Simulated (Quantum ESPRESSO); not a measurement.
The system is Hf.

```
Hf
1.0
     3.19670    0.00000    0.00000
    -1.59835    2.76842    0.00000
     0.00000    0.00000    5.05780
Hf
2
Cartesian
  1.5984 0.9228 3.7934
  0.0000 1.8456 1.2645
```

```yaml
Program: Quantum ESPRESSO 7.5
Task: phonons
Functional: PBEsol
Potentials_or_basis: GBRV 1.5 PBEsol
Cutoff: 612 eV
Density_cutoff: 4898 eV
k_mesh: 8 × 8 × 4
Occupations: cold, width 0.2 eV
Spin: no spin polarisation
Target_pressure: 15 GPa
Mixing_beta: 0.5
Most_SCF_iterations: 120
SCF_threshold: 4e-10 Ry
```

The cell and the atoms were relaxed first at 15 GPa, to 19.46 Å³/atom (a = 3.050 Å, b = 3.050 Å, c = 4.832 Å, α = 90.00°, β = 90.00°, γ = 120.00°), and the response was taken there.

**Question.** What is the highest optical frequency at the zone centre?

**Answer.** 160 cm⁻¹, a mode of symmetry B1g (silent).

Optical modes at Γ, degenerate ones joined:
```csv
cm⁻¹,components,symmetry,active in
68,2,E2g,Raman
160,1,B1g,silent
```

Caveat: the mesh is thin for the phonons of a metal; the cell is more than 3 GPa from zero pressure, which shifts response properties.
